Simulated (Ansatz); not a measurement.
GaN in the NiAs-type structure (r2SCAN geometry), in Ansatz:

```cif
data_structure
_symmetry_space_group_name_H-M 'P6_3/mmc'
_symmetry_Int_Tables_number 194
_cell_length_a 2.9672
_cell_length_b 2.9672
_cell_length_c 5.0329
_cell_angle_alpha 90.000
_cell_angle_beta 90.000
_cell_angle_gamma 120.000
_cell_volume 38.37
loop_
_atom_site_label
_atom_site_type_symbol
_atom_site_symmetry_multiplicity
_atom_site_Wyckoff_symbol
_atom_site_fract_x
_atom_site_fract_y
_atom_site_fract_z
_atom_site_occupancy
Ga1 Ga 2 a 0.00000 0.00000 0.00000 1
N1 N 2 c 0.33333 0.66667 0.25000 1
```

G0W0@PBE with 144 empty bands, a screening cutoff of 140 eV and a 6×6×4 mesh (PAW, contour deformation) gives 2.117 eV over the mesh points, from a PBE gap of 1.328 eV; it sums over 162 bands with 135 plane waves in the screening and a wave cutoff of 420 eV. G0W0 values are finite-basis, finite-mesh values. Note: simulated data, non-magnetic, for a generated structure that need not be the stable one.

(1) Estimate the gap with starting point LDA.

(2) Estimate the gap with empty bands 265, screening cutoff 210 eV.

## Answers

(1) 2.153 eV (+0.036 eV), from a Kohn-Sham gap of 1.062 eV.

(2) 2.028 eV (-0.089 eV), from a Kohn-Sham gap of 1.328 eV.

With a shallow d shell on the cation, G0W0 converges slowly in bands and cutoff, so these values are in doubt.
